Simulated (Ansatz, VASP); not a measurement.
## Two plane-wave programs on SiC

Contents of POSCAR:

```
SiC
1.0
    3.0753562278      0.0000000000      0.0000000000
   -1.5376781139      2.6633366190      0.0000000000
    0.0000000000      0.0000000000      5.0481082228
Si C
2 2
Direct
    0.3333333333      0.6666666667     -0.0004084119
    0.6666666667      0.3333333333      0.4995915881
    0.3333333333      0.6666666667      0.3754084119
    0.6666666667      0.3333333333      0.8754084119
```

INCAR.step1

```
SYSTEM = SiC
PREC = Accurate ; ENCUT = 520
ISMEAR = 0 ; SIGMA = 0.01
LREAL = .False. ; LASPH = .True.
NELM = 100 ; NBANDS = 16
GGA = PE ; ALGO = Normal
EDIFF = 1E-4 ; LWAVE = .True.
LCHARG = .False.
```

INCAR.step2

```
SYSTEM = SiC
PREC = Accurate ; ENCUT = 520
EDIFF = 1E-7 ; ISMEAR = 0
SIGMA = 0.01 ; LREAL = .False.
LASPH = .True. ; NELM = 100
ALGO = Normal ; ISIF = 2
LWAVE = .False. ; LCHARG = .False.
METAGGA = R2SCAN ; LMIXTAU = .True.
NBANDS = 16 ; ISTART = 1
```

Contents of KPOINTS:

```
regular mesh
0
Gamma
  12 12 6
  0 0 0
```

Input for Ansatz:

```yaml
crystal:
  lattice:
    - [3.0753562278, 0.0, 0.0]
    - [-1.5376781139, 2.663336619, 0.0]
    - [0.0, 0.0, 5.0481082228]
  atoms:
    - { symbol: Si, position: [0.3333333333, 0.6666666667, -0.0004084119] }
    - { symbol: Si, position: [0.6666666667, 0.3333333333, 0.4995915881] }
    - { symbol: C, position: [0.3333333333, 0.6666666667, 0.3754084119] }
    - { symbol: C, position: [0.6666666667, 0.3333333333, 0.8754084119] }
kpoints:
  mp_grid: { grid: [12, 12, 6] }
  band_path:
    path:
      - [0.0, 0.0, 0.0]
      - [0.5, 0.0, 0.0]
      - [0.3333333333, 0.3333333333, 0.0]
      - [0.0, 0.0, 0.5]
      - [0.5, 0.0, 0.5]
      - [0.3333333333, 0.3333333333, 0.5]
    npoints: 1
hamiltonian:
  xc: r2scan
scf:
  occupations: { method: fixed }
  n_extra_bands: 5
output:
  forces: true
  stress: true
  eigenvalues: true
```

Alike in both runs: task single point; functional r2SCAN; k mesh 12 × 12 × 6; no spin polarisation.

|  | VASP | Ansatz |
| --- | --- | --- |
| version | VASP 6.6.1 | Ansatz 0.2.0 |
| potentials or method | VASP PAW PBE potentials, release 64 (Si, C) | plane waves, PAW |
| plane-wave cutoff (eV) | 520 | 500 |
| occupations | gaussian, width 0.01 eV | fixed |
| valence electrons in the cell | 16 | 16 |

```tsv
	VASP	Ansatz	Ansatz less VASP
gap on the k mesh at the Fermi level (eV)	2.66	2.65	-0.007
pressure (GPa)	-0.2	0.0	+0.19
```

Caveats: the PAW data sets were made with another functional, which shifts forces and pressure a little (VASP). A k mesh can miss the band edges. r2SCAN opens gaps a little over a GGA but as a rule still falls short of measured ones.
